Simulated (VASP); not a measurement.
# AlN (P6_3/mmc) in VASP: a series of runs, part 2 of 2

VASP 6.6.1.

## (4) Single point, LDA (strain +0.030 along x and y, +0.030 along z, atoms carried along)

INCAR reads:

```
SYSTEM = AlN
ALGO = Normal
EDIFF = 1E-6
ENCUT = 520
GGA = CA
ISIF = 2
ISMEAR = 0
LASPH = .TRUE.
LCHARG = .FALSE.
LREAL = .FALSE.
LWAVE = .FALSE.
NBANDS = 16
NELM = 80
PREC = Accurate
SIGMA = 0.05
```

KPOINTS reads:

```
k-points
0
G
  9 9 6
  0 0 0
```

POSCAR reads:

```
AlN
1.0
    3.4114792141      0.0000000000      0.0000000000
   -1.7057396070      2.9544276639      0.0000000000
    0.0000000000      0.0000000000      4.3131898900
Al N
2 2
Direct
    0.3333333333      0.6666666667      0.7500000000
    0.6666666667      0.3333333333      0.2500000000
    0.3333333333      0.6666666667      0.2500000000
    0.6666666667      0.3333333333      0.7500000000
```

Potentials or basis: VASP PAW LDA potentials, release 64 (Al, N).

On the command line:

```sh
$ cat potpaw_LDA.64/Al/POTCAR potpaw_LDA.64/N/POTCAR > POTCAR
$ mpirun -np 1 vasp_std > vasp.out
```

OUTCAR:

```text
SYSTEM = AlN
   EDIFF = 1E-6
   ENCUT = 520
   GGA = CA
   ISIF = 2
   ISMEAR = 0
   LASPH = .TRUE.
   LREAL = .FALSE.
   NELM = 80
   PREC = Accurate

 ion  position               nearest neighbor table
   1  0.333  0.667  0.750-   4 1.97   4 1.97   4 1.97   3 2.16   3 2.16   2 2.92   2 2.92   2 2.92
                             2 2.92   2 2.92   2 2.92
   2  0.667  0.333  0.250-   3 1.97   3 1.97   3 1.97   4 2.16   4 2.16   1 2.92   1 2.92   1 2.92
                             1 2.92   1 2.92   1 2.92
   3  0.333  0.667  0.250-   2 1.97   2 1.97   2 1.97   1 2.16   1 2.16
   4  0.667  0.333  0.750-   1 1.97   1 1.97   1 1.97   2 2.16   2 2.16

  LATTYP: Found a hexagonal cell.
 ALAT       =     3.4114792141
 C/A-ratio  =     1.2643166261

  Lattice vectors:

 A1 = (   3.4114792141,   0.0000000000,   0.0000000000)
 A2 = (  -1.7057396070,   2.9544276639,   0.0000000000)
 A3 = (   0.0000000000,   0.0000000000,   4.3131898900)

Analysis of symmetry for initial positions (statically):
=====================================================================
 Subroutine PRICEL returns:
 Original cell was already a primitive cell.

 Routine SETGRP: Setting up the symmetry group for a
 hexagonal supercell.

 Subroutine GETGRP returns: Found 24 space group operations
 (whereof 12 operations were pure point group operations)
 out of a pool of 24 trial point group operations.

The static configuration has the point symmetry D_3d.
 The point group associated with its full space group is D_6h.

Analysis of symmetry for dynamics (positions and initial velocities):
=====================================================================
 Subroutine PRICEL returns:
 Original cell was already a primitive cell.

 Routine SETGRP: Setting up the symmetry group for a
 hexagonal supercell.

 Subroutine GETGRP returns: Found 24 space group operations
 (whereof 12 operations were pure point group operations)
 out of a pool of 24 trial point group operations.

The dynamic configuration has the point symmetry D_3d.
 The point group associated with its full space group is D_6h.

 Subroutine INISYM returns: Found 24 space group operations
 (whereof 12 operations are pure point group operations),
 and found     1 'primitive' translations

----------------------------------------------------------------------------------------

                                     Primitive cell

  volume of cell :      43.4725

  direct lattice vectors                    reciprocal lattice vectors
     3.411479214  0.000000000  0.000000000     0.293127977  0.169237516  0.000000000
    -1.705739607  2.954427664  0.000000000     0.000000000  0.338475033  0.000000000
     0.000000000  0.000000000  4.313189890     0.000000000  0.000000000  0.231846968

  length of vectors
     3.411479214  3.411479214  4.313189890     0.338475033  0.338475033  0.231846968

  position of ions in fractional coordinates (direct lattice)
     0.333333333  0.666666667  0.750000000
     0.666666667  0.333333333  0.250000000
     0.333333333  0.666666667  0.250000000
     0.666666667  0.333333333  0.750000000

  ion indices of the primitive-cell ions
   primitive index   ion index
[... 32 lines left out ...]
            Coordinates               Weight
  0.000000  0.000000  0.000000      1.000000
  0.111111  0.000000  0.000000      6.000000
  0.222222  0.000000  0.000000      6.000000
  0.333333  0.000000  0.000000      6.000000
  0.444444  0.000000  0.000000      6.000000
  0.111111  0.111111  0.000000      6.000000
[... 16 lines left out ...]
  0.333333  0.222222  0.166667     24.000000
  0.333333  0.333333  0.166667      4.000000
 [... further k-points ...]
   k-points           NKPTS =     48   k-points in BZ     NKDIM =     48   number of bands    NBANDS=     16
   number of dos      NEDOS =    301   number of ions     NIONS =      4
   total plane-waves  NPLWV =  25088
   dimension x,y,z NGX =    28 NGY =   28 NGZ =   32
   dimension x,y,z NGXF=    56 NGYF=   56 NGZF=   64
   ions per type =               2   2
   NGX,Y,Z   is equivalent  to a cutoff of  13.64, 13.64, 12.33 a.u.
   NGXF,Y,Z  is equivalent  to a cutoff of  27.29, 27.29, 24.67 a.u.
 SYSTEM =  AlN
   PREC   = accura    normal or accurate (medium, high low for compatibility)
   ISTART =      0    job   : 0-new  1-cont  2-samecut
   ICHARG =      2    charge: 1-file 2-atom 10-const
   ISPIN  =      1    spin polarized calculation?
   LNONCOLLINEAR =      F non collinear calculations
   LSORBIT =      F    spin-orbit coupling
   LASPH  =      T    aspherical Exc in radial PAW
   ENCUT  =  520.0 eV  38.22 Ry    6.18 a.u.   6.34  6.34  8.02*2*pi/ulx,y,z
   NELM   =     80;   NELMIN=  2; NELMDL= -5     # of ELM steps
   EDIFF  = 0.1E-05   stopping-criterion for ELM
   LREAL  =      F    real-space projection
   EDIFFG = 0.1E-04   stopping-criterion for IOM
   NSW    =      0    number of steps for IOM
   IBRION =     -1    ionic relax: 0-MD 1-quasi-New 2-CG
   NFREE  =      0    steps in history (QN), initial steepest desc. (CG)
   ISIF   =      2    stress and relaxation
   ISYM   =      2    0-nonsym 1-usesym 2-fastsym
   POTIM  = 0.5000    time-step for ionic-motion
   TEBEG  =    0.0;   TEEND  =   0.0 temperature during run
   PSTRESS=    0.0 pullay stress
   NELECT =      16.0000    total number of electrons
   NUPDOWN=      -1.0000    fix difference up-down
   EMIN   =  10.00;   EMAX   =-10.00  energy-range for DOS
   EFERMI =   0.00;   METHOD = LEGACY
   ISMEAR =     0;   SIGMA  =   0.05  broadening in eV -4-tet -1-fermi 0-gaus
   EFERMI_NEDOS =   21; number of points for ismear=-14 and -15
   IALGO  =     38    algorithm
   IMIX   =      4    mixing-type and parameters
     AMIX     =   0.40;   BMIX     =  1.00
     AMIX_MAG =   1.60;   BMIX_MAG =  1.00
  volume/ion in A,a.u.               =      10.87        73.34
  Fermi-wavevector in a.u.,A,eV,Ry     =   1.173212  2.217050 18.727427  1.376427
  Thomas-Fermi vector in A             =   2.309629
   LORBIT       =      0    0 simple, 1 ext, 2 COOP (PROOUT), +10 PAW based schemes
   GGA     = CA    functional components
   LHFCALC =     F    Hartree Fock is set to
   AEXX    =    0.0000 exact exchange contribution
   IVDW    =     0    specifies the selected vdW correction
   LEPSILON=     F    determine dielectric tensor
   LRPA    =     F    only Hartree local field effects (RPA)
 non-spin polarized calculation
 Gauss-broadening in eV      SIGMA  =   0.05
  energy-cutoff  :      520.00
  volume of cell :       43.47
 maximum number of plane-waves:      1193
 NGX is ok and might be reduce to    28
   NGX = 13   NGY = 13   NGZ = 17

 number of electron      16.0000001 magnetization

 Free energy of the ion-electron system (eV)
  ---------------------------------------------------
  ext. energy  EPLUGINS =         0.00000000
  ---------------------------------------------------
  free energy    TOTEN  =       -32.07760962 eV

  energy without entropy =      -32.07760962  energy(sigma->0) =      -32.07760962

 E-fermi :   6.9239     XC(G=0): -11.1018

 val. band max:        6.7173547293   @ k =   0.0000   0.0000   0.0000
 cond. band min:       9.3377561886   @ k =   0.0000   0.0000   0.0000
 fundamental gap:      2.6204014593
 Fermi energy:         6.9239307285

 k-point     1 :       0.0000    0.0000    0.0000
  band No.  band energies     occupation
      1      -9.2325      2.00000
      2      -5.9315      2.00000
      3       0.3513      2.00000
      4       3.6952      2.00000
      5       3.6952      2.00000
      6       5.2718      2.00000
[... 433 lines left out ...]
      3       0.6862      2.00000
      4       1.4179      2.00000
      5       1.4179      2.00000
      6       3.9145      2.00000
[... 8 lines left out ...]
     15      17.3512      0.00000
     16      18.6086      0.00000

 [... further k-points ...]

------------------------ aborting loop because EDIFF is reached ----------------------------------------

  FORCE on cell =-STRESS in cart. coord.  units (eV):
  Direction    XX          YY          ZZ          XY          YZ          ZX
  --------------------------------------------------------------------------------------
  -------------------------------------------------------------------------------------
  Total       -6.3547707     -6.3547707     -5.6024523     -0.0000000      0.0000000     -0.0000000
  in kB     -234.2048044   -234.2048044   -206.4781419     -0.0000000      0.0000000     -0.0000000
  external PRESSURE =    -224.9625835 kB  Pullay stress =       0.0000000 kB

 VOLUME and BASIS-vectors are now :
 -----------------------------------------------------------------------------
  energy-cutoff  :      520.00
  volume of cell :       43.47
      direct lattice vectors                 reciprocal lattice vectors
     3.411479214  0.000000000  0.000000000     0.293127977  0.169237516  0.000000000
    -1.705739607  2.954427664  0.000000000     0.000000000  0.338475033  0.000000000
     0.000000000  0.000000000  4.313189890     0.000000000  0.000000000  0.231846968

 POSITION                                       TOTAL-FORCE (eV/Angst)
 -----------------------------------------------------------------------------------
     -0.00000      1.96962      3.23489         0.000000     -0.000000      0.000000
      1.70574      0.98481      1.07830        -0.000000      0.000000      0.000000
     -0.00000      1.96962      1.07830        -0.000000      0.000000      0.000000
      1.70574      0.98481      3.23489        -0.000000     -0.000000      0.000000
 -----------------------------------------------------------------------------------
    total drift:                                0.000000     -0.000000      0.000000

  FREE ENERGIE OF THE ION-ELECTRON SYSTEM (eV)
  ---------------------------------------------------
  free  energy   TOTEN  =       -32.0776096247 eV

  energy  without entropy=      -32.0776096247  energy(sigma->0) =      -32.07760962
```

OSZICAR:

```text
N       E                     dE             d eps       ncg     rms          rms(c)
DAV:   1     0.363504381342E+02    0.36350E+02   -0.72643E+03  1536   0.891E+02
DAV:   2    -0.333656274237E+02   -0.69716E+02   -0.64065E+02  2304   0.172E+02
DAV:   3    -0.365363389579E+02   -0.31707E+01   -0.31569E+01  1752   0.373E+01
DAV:   4    -0.365540569013E+02   -0.17718E-01   -0.17715E-01  1944   0.334E+00
DAV:   5    -0.365542566104E+02   -0.19971E-03   -0.19971E-03  1768   0.342E-01    0.112E+01
DAV:   6    -0.321957898164E+02    0.43585E+01   -0.98446E+00  1688   0.224E+01    0.385E+00
DAV:   7    -0.321423125574E+02    0.53477E-01   -0.46452E-01  1832   0.449E+00    0.260E+00
DAV:   8    -0.320818844644E+02    0.60428E-01   -0.11223E-01  1656   0.271E+00    0.646E-01
DAV:   9    -0.320774748298E+02    0.44096E-02   -0.11997E-02  1912   0.814E-01    0.263E-01
DAV:  10    -0.320777077907E+02   -0.23296E-03   -0.92850E-04  1712   0.203E-01    0.189E-01
DAV:  11    -0.320776110998E+02    0.96691E-04   -0.14495E-04  1776   0.908E-02    0.357E-02
DAV:  12    -0.320776100174E+02    0.10824E-05   -0.25752E-06  1896   0.109E-02    0.104E-02
DAV:  13    -0.320776096247E+02    0.39271E-06   -0.15191E-06  1120   0.932E-03
   1 F= -.32077610E+02 E0= -.32077610E+02  d E =-.224175E-11
```

Run time: 23 s. Hardware: 1 thread of Intel Xeon Platinum 8259CL at 2.50GHz (Skylake/Cascade Lake), shared host; peak memory 0.15 GiB.

What came out:

| Property | Result |
| --- | --- |
| Free energy | -32.0776 eV |
| Pressure | -22.5 GPa |
| Band gap on the k mesh | 2.62 eV, direct |

Stress tensor (GPa, compression positive):
```
-23.42   0.00   0.00
  0.00 -23.42   0.00
  0.00   0.00 -20.65
```

Levels at points of the mesh, in eV from the valence-band top:
| k point | band 4 | band 5 | band 6 | band 7 | band 8 | band 9 | band 10 | band 11 | band 12 | band 13 |
| --- | --- | --- | --- | --- | --- | --- | --- | --- | --- | --- |
| (0.00, 0.00, 0.00) | -3.02 | -3.02 | -1.45 | -1.45 | 0.00 | 2.62 | 3.55 | 7.60 | 7.60 | 10.32 |
| (0.00, 0.00, 0.50) | -3.55 | -2.27 | -2.27 | -2.27 | -2.27 | 5.01 | 5.01 | 7.84 | 7.84 | 7.84 |

Caveat: so large a pressure means that the cell lies far from this level's equilibrium, or that cutoff or potentials fall short.

## (5) The runs side by side

| cell | gap on the mesh (eV) | pressure (GPa) |
| --- | --- | --- |
| strain +0.000 along x and y, -0.015 along z, atoms carried along | 3.44 | -5.5 |
| strain -0.030 along x and y, +0.015 along z, atoms carried along | 3.54 | 3.9 |
| strain +0.030 along x and y, +0.030 along z, atoms carried along | 2.62 | -22.5 |

Alike in all rows: task single point; level LDA; potentials or basis VASP PAW LDA potentials, release 64 (Al, N); no spin polarisation; k mesh 9 × 9 × 6; cutoff (eV) 520; smearing gaussian 0.05 eV.

Caveats: an odd mesh through Γ misses points on the zone boundary, where band edges often lie (some runs); so large a pressure means that the cell lies far from this level's equilibrium, or that cutoff or potentials fall short (some runs).

Total energies depend on the potentials used, so only differences within one code and one set of settings carry meaning.
